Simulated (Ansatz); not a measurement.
# Ti (P6/mmm) in Ansatz: further runs

The runs below take Ti through relaxation of the atoms, with PBE.

All numbers are computed with Ansatz 0.2.0; they aren't measurements. Logs are shortened: lines on timing, memory, paths and dates and some standing lists are left out, and cuts for length are marked.

### Step 1. The undisturbed crystal

Symmetry: P6/mmm, No. 191, hexagonal system. The conventional cell has a = 4.567 Å, b = 4.567 Å, c = 2.826 Å, α = 90.00°, β = 90.00°, γ = 120.00°. Around Ti (site symmetry -6m2) lie 11 Ti at 2.64 to 2.99 Å. Around Ti (site symmetry 6/mmm) lie 14 Ti at 2.83 to 2.99 Å.

This isn't the form of Ti at room conditions, which is hcp.

### Step 2. Relaxation of the atoms, PBE (strained by -4 %)

File input.yaml:

```yaml
crystal:
  lattice:
    - [4.3846798374, 0.0, 0.0]
    - [-2.1923399187, 3.7972441266, 0.0]
    - [0.0, 0.0, 2.82624427]
  atoms:
    - { symbol: Ti, position: [0.6666666667, 0.3333333333, 0.5] }
    - { symbol: Ti, position: [0.3333333333, 0.6666666667, 0.5] }
    - { symbol: Ti, position: [0.0, 0.0, 0.0] }
hamiltonian:
  xc: pbe
  pseudopotentials: { kind: paw }
kpoints:
  mp_grid: { grid: [7, 7, 9] }
scf:
  occupations: { method: fermi_dirac, width: 0.05 }
output:
  forces: true
  stress: true
  eigenvalues: true
  write_density: true
  write_potential: true
  elf: true
  volumetric_format: npy
relax:
  f_tol: 0.01
  max_steps: 40
```

Potentials or basis: Ansatz PAW.

Started as:

```
$ ansatz run input.yaml --threads 2 --pin off --max-ram 5632MiB --backend cpu --events-out ev --progress --plain --runs-dir out
```

Output:

```text
Warning: output.stress: scf.convergence.dr2_threshold = 1e-7 eV (the SCF's general default) is looser than the 3e-10 eV advised for a printed stress (1e-10 eV for each atom of the cell: 3). What an SCF threshold leaves in a stress goes as its square root, and in the free energy as the threshold itself, and one threshold admits the most on a small cell: of the crystals measured, under no hybrid functional and no lock of the moments, on runs that ended without the residual-converged pass, on stresses that held no estimate of that error, the worst erred by over 100 MPa in a component at 1e-7 eV an atom and by under 5 at 1e-10. Every solve of this run answers to scf.convergence.dr2_threshold, and the tensor of one is reported: a single SCF on the reported geometry and on this run's grids (its basis.xc_grid and basis.ecutrho_ratio typed), with scf.convergence.dr2_threshold at 3e-10 eV or tighter, prints it and tightens no other solve. Else set scf.convergence.dr2_threshold to 3e-10 eV or tighter. The threshold is an SCF's pass mark: one that does not reach it within its budget of iterations ends unconverged, or closes short of it on a stop that the run arms, and scf.convergence.dr2_threshold's page says what that costs each kind of run
Warning: RAYON_NUM_THREADS=2 ignored (pool sized by the plan → 2); use --threads N
Engine: ansatz 0.2.0, aarch64-unknown-linux-gnu
Pseudopotentials: kind: paw
Pseudopotential: Ti, paw, valence charge 12, recommended cutoff 420 eV (normal), Ti.paw.azcp
Functional definition: PBE
  parameter kappa = 0.804
  parameter beta = 0.06672455060314922
  exchange = pbe_x(kappa = kappa, mu = beta*pi^2/3)
  correlation = pbe_c(beta = beta)
Crystal: 3 atoms, lattice volume = 47.056 Å³
Basis set: ecut = 420 eV, 915 PW (Γ), exchange–correlation on 60×60×40 points (8 copies of the dense FFT grid, shifted against one another)
Bands: 22, of which v1, the nominal top of the filled ones, is band 18 counted from 1 (17 counted from 0)
Symmetry: 24 space group operations
Space group: P6/mmm (ITA 191), of the structure as read, at distance tolerance 3.6e-5 Å
k-points: 40 of 441
Non-local potential: Ti, projectors of the file, l = 0: 3, l = 1: 2, l = 2: 3, l = 3: 1
PAW form: soft (Blöchl's): semilocal exchange-correlation on the pseudo side does not see the compensation charge
PAW one-centre angular grid: Ti, 590 points (default); XC on 64 Gauss nodes
Initial density: superposition of atomic densities (neutral atoms: chi_scale 0, normalization atom), corrected by the library's trained network
Initial wavefunctions: pseudopotential atomic-orbital guess
Functional: x = pbe(κ = 0.804, μ = 0.2195149727645171), c = pbe(β = 0.06672455060314922)
SCF iter   1: F=—  HF=-7498.858180 eV  |F-HF|=—  |Δ(HF+E_count)|=         —  Δρ=8.46e-3  dr2=2.95e-2  ethr=1.77e-3  ⟨swp⟩=4.1  Hψ=3092  notcnv=0
preconditioner: auto → none  [metal: Δε(μ)=0.007 eV  Ē_g=2.661 eV  σ=0.050 eV  W_gap=0.03  n_scr=8 (ndim 8)  ℏωp=18.8 eV  f_vac=0.000  D(μ)=2.61/eV (n_scr^D=26)  sad-step TF]
SCF iter   2: F=—  HF=-7498.851862 eV  |F-HF|=—  |Δ(HF+E_count)|=   6.32e-3  Δρ=4.53e-3  dr2=9.76e-3  ethr=8.19e-5  ⟨swp⟩=1.7  Hψ=1237  notcnv=0
SCF iter   3: F=—  HF=-7498.849329 eV  |F-HF|=—  |Δ(HF+E_count)|=   2.53e-3  Δρ=4.68e-4  dr2=1.04e-4  ethr=2.71e-5  ⟨swp⟩=2.0  Hψ=1352  notcnv=0
SCF iter   4: F=—  HF=-7498.849331 eV  |F-HF|=—  |Δ(HF+E_count)|=   2.30e-6  Δρ=1.56e-4  dr2=2.67e-5  ethr=2.90e-7  ⟨swp⟩=2.0  Hψ=1374  notcnv=0
SCF iter   5: F=—  HF=-7498.849293 eV  |F-HF|=—  |Δ(HF+E_count)|=   3.75e-5  Δρ=2.85e-5  dr2=1.23e-7  ethr=7.40e-8  ⟨swp⟩=1.8  Hψ=993  notcnv=0
SCF iter   6: F=-7498.849294 eV  HF=-7498.849294 eV  |F-HF|=9.01e-9  |Δ(HF+E_count)|=   1.93e-7  Δρ=5.24e-6  dr2=1.11e-8  ethr=2.78e-10  ⟨swp⟩=7.2  Hψ=4687  notcnv=0
SCF 1 converged in 6 iterations: F = -7498.849294 eV  dr2 = 1.11e-8
relax step   1: F+E_penalty+E_count = -7498.84929357 eV  Δ(F+E_penalty+E_count) = +0.000e0 eV  max|allowed force component| = 1.480e-16 eV/Å  Δτ_max = 0.0000 Å  (6 SCF iters, accepted)
SCF converged after 6 iterations
Free energy (F): -7498.849294 eV
Harris-Foulkes:  -7498.849294 eV  (|F-HF|=9.01e-9)
Internal energy: -7498.827333 eV  (E = F + TS)
E sigma→0 (E₀):  -7498.838313 eV
Entropy (-TS):   -0.021961 eV (-7.320 meV/atom)
Fermi energy:    14.973726 eV
--- Per-component energies (eV) ---
  E_band       = -410.491419
  E_kinetic    = 825.762887
  E_local      = -2285.371979  (includes V_loc(G=0)·N_el)
  E_nonlocal   = 25.394727
  E_hartree    = 954.271187
  E_xc         = -295.082972
  E_vxc        = -369.467149  (∫ρ·V_xc dr)
  E_paw        = -3144.405728  (= ΣΔE_a)
  E_vpaw       = -515.346804  (= ΣTr[D̂ρ^β])
  E_aug_tail   = 0.000347  (compensation charges beyond the density's cutoff)
  E_ewald      = -3579.395802
  E_smearing   = -0.021961  (= −TS)
  E_closure    = 0.000000  (closes the sum)
  Σ components = -7498.849294   (vs F -7498.849294, Δ=0.00e0)
--- Forces (eV/Å), atoms counted from 1 ---
  atom   1  Ti     0.00000000    -0.00000000     0.00000000
  atom   2  Ti     0.00000000     0.00000000     0.00000000
  atom   3  Ti     0.00000000     0.00000000     0.00000000
  max |Σ_I F_I| component: 2.10e-30 eV/Å
--- Stress (GPa, compression-positive) ---
       14.217646       0.000000       0.000000
        0.000000      14.217646       0.000000
        0.000000       0.000000       6.086722
  P = ⅓ Tr σ = 11.5073 GPa (115.073 kbar)
--- Band table (eV; the first three rows and the last of 40) ---
  k-point 0: bands = ["-41.7473", "-41.4766", "-41.2278", "-18.1125", "-18.1125", "-18.0933", "-18.0933", "-17.7087", "-17.4391", "-17.3274", "-17.2422", "-17.2422", "8.6971", "12.6920", "14.2863", "14.2863", "14.3749", "14.3749", "15.1822", "15.9376", "16.3939", "16.3939"]
  k-point 1: bands = ["-41.7371", "-41.4733", "-41.2215", "-18.0982", "-18.0982", "-18.0855", "-18.0855", "-17.7581", "-17.5047", "-17.3782", "-17.2459", "-17.2459", "8.9829", "12.9017", "14.0286", "14.0286", "14.1939", "14.1939", "15.5520", "16.1682", "16.2561", "16.2561"]
  k-point 2: bands = ["-41.7110", "-41.4652", "-41.2056", "-18.0658", "-18.0658", "-18.0610", "-18.0610", "-17.8795", "-17.6707", "-17.5057", "-17.2562", "-17.2562", "9.7836", "13.3727", "13.4631", "13.4631", "13.7868", "13.7868", "16.2104", "16.2104", "16.5894", "16.6289"]
  k-point 39: bands = ["-41.6575", "-41.3414", "-41.2900", "-18.3475", "-18.1496", "-18.0844", "-17.8702", "-17.7665", "-17.7297", "-17.7225", "-17.5586", "-17.1732", "12.0908", "13.0588", "13.4979", "13.6848", "13.8389", "13.9420", "15.1423", "15.5834", "15.8410", "16.2103"]
--- Relaxed structure (1 steps of the walk, 1 accepted, 0 SCFs on fresh bases) ---
  F+E_penalty+E_count = -7498.84929357 eV   max|allowed force component| = 1.480e-16 eV/Å
  atoms:
    - { symbol: Ti, position: [0.6666666666666666, 0.33333333333333326, 0.5] }
    - { symbol: Ti, position: [0.33333333333333326, 0.6666666666666665, 0.5] }
    - { symbol: Ti, position: [0.0, 0.0, 0.0] }
```

Wall time 1.4 s (2 threads of Arm Neoverse V2, shared host); peak memory 0.34 GiB.

What came out:

```yaml
Free_energy: -7498.8493 eV
Pressure_after_relaxing: 11.5 GPa
Band_gap_on_the_k_mesh: none (metal or under the smearing width)
```

Stress tensor (GPa, compression positive):
```
14.22  0.00  0.00
 0.00 14.22  0.00
 0.00  0.00  6.09
```

Final structure:
```cif
data_structure
_symmetry_space_group_name_H-M 'P 1'
_symmetry_Int_Tables_number 1
_cell_length_a 4.3847
_cell_length_b 4.3847
_cell_length_c 2.8262
_cell_angle_alpha 90.000
_cell_angle_beta 90.000
_cell_angle_gamma 120.000
_cell_volume 47.06
loop_
_atom_site_label
_atom_site_type_symbol
_atom_site_fract_x
_atom_site_fract_y
_atom_site_fract_z
_atom_site_occupancy
Ti1 Ti 0.66667 0.33333 0.50000 1
Ti2 Ti 0.33333 0.66667 0.50000 1
Ti3 Ti 0.00000 0.00000 0.00000 1
```

Levels at points of the mesh, in eV from the Fermi level:
```csv
k point,band 14,band 15,band 16,band 17,band 18,band 19,band 20,band 21,band 22
"(0.00, 0.00, 0.00)",-2.28,-0.69,-0.69,-0.60,-0.60,0.21,0.96,1.42,1.42
```

Caveat: the relaxation stopped at its first step, so nothing moved; the thresholds are loose for stress.

### Step 3. Relaxation of the atoms, PBE (strained by -2 %)

input.yaml, as its differences from that of step 2:

```diff
@@ -2,4 +2,4 @@
   lattice:
-    - [4.3846798374, 0.0, 0.0]
-    - [-2.1923399187, 3.7972441266, 0.0]
+    - [4.476027334, 0.0, 0.0]
+    - [-2.238013667, 3.8763533793, 0.0]
     - [0.0, 0.0, 2.82624427]
```

Potentials or basis: Ansatz PAW.

Started as:

```
$ ansatz run input.yaml --threads 2 --pin off --max-ram 5632MiB --backend cpu --events-out ev --progress --plain --runs-dir out
```

It took 1.4 s on 2 threads of Arm Neoverse V2, shared host; peak memory 0.34 GiB.

It converged, with:

```
Free energy             : -7498.9796 eV
Pressure after relaxing : 5.7 GPa
Band gap on the k mesh  : none (metal or under the smearing width)
```

Stress tensor (GPa, compression positive):
```
7.06 0.00 0.00
0.00 7.06 0.00
0.00 0.00 3.09
```

Final structure:
```
Ti
1.0
     4.47603    0.00000    0.00000
    -2.23801    3.87635    0.00000
     0.00000    0.00000    2.82624
Ti
3
Direct
  0.66667 0.33333 0.50000
  0.33333 0.66667 0.50000
  0.00000 0.00000 0.00000
```

Levels at points of the mesh, in eV from the Fermi level:
```
           k point  band 16  band 17  band 18  band 19  band 20  band 21
(0.00, 0.00, 0.00)    -0.70    -0.61    -0.61     0.09     0.82     1.36
```

Caveat: the relaxation stopped at its first step, so nothing moved; the thresholds are loose for stress.

### Step 4. Relaxation of the atoms, PBE (strained by -1 %)

input.yaml, as its differences from that of step 3:

```diff
@@ -2,4 +2,4 @@
   lattice:
-    - [4.476027334, 0.0, 0.0]
-    - [-2.238013667, 3.8763533793, 0.0]
+    - [4.5217010823, 0.0, 0.0]
+    - [-2.2608505411, 3.9159080056, 0.0]
     - [0.0, 0.0, 2.82624427]
@@ -20,6 +20,2 @@
   eigenvalues: true
-  write_density: true
-  write_potential: true
-  elf: true
-  volumetric_format: npy
 relax:
```

Started as:

```
$ ansatz run input.yaml --threads 2 --pin off --max-ram 5632MiB --backend cpu --events-out ev --progress --plain --runs-dir out
```

Run time: 1.3 s. Hardware: 2 threads of Arm Neoverse V2, shared host; peak memory 0.34 GiB.

It converged, with:

```
Free energy             : -7499.0137 eV
Pressure after relaxing : 3.2 GPa
Band gap on the k mesh  : none (metal or under the smearing width)
```

Stress tensor (GPa, compression positive):
```
3.85 0.00 0.00
0.00 3.85 0.00
0.00 0.00 1.82
```

Final structure:
```xyz
3
Lattice="4.5217 0.0000 0.0000 -2.2609 3.9159 0.0000 0.0000 0.0000 2.8262" Properties=species:S:1:pos:R:3 pbc="T T T"
Ti    2.2609    1.3053    1.4131
Ti    0.0000    2.6106    1.4131
Ti    0.0000    0.0000    0.0000
```

Levels at points of the mesh, in eV from the Fermi level:
| k point | band 16 | band 17 | band 18 | band 19 | band 20 | band 21 |
| --- | --- | --- | --- | --- | --- | --- |
| (0.00, 0.00, 0.00) | -0.71 | -0.62 | -0.62 | 0.04 | 0.76 | 1.33 |

Caveat: the relaxation stopped at its first step, so nothing moved; the thresholds are loose for stress.

### Step 5. Overview

| cell | gap on the mesh (eV) | pressure (GPa) |
| --- | --- | --- |
| atoms relaxed from: strained by -4 % | none | 11.5 |
| atoms relaxed from: strained by -2 % | none | 5.7 |
| atoms relaxed from: strained by -1 % | none | 3.2 |

Alike in all rows: task relaxation of the atoms; level PBE; potentials or basis Ansatz PAW; no spin polarisation; k mesh 7 × 7 × 9; cutoff (eV) 420; smearing fermi-dirac 0.05 eV.

Caveats: the relaxation stopped at its first step, so nothing moved; the thresholds are loose for stress.

Total energies depend on the potentials used, so only differences within one code and one set of settings carry meaning.
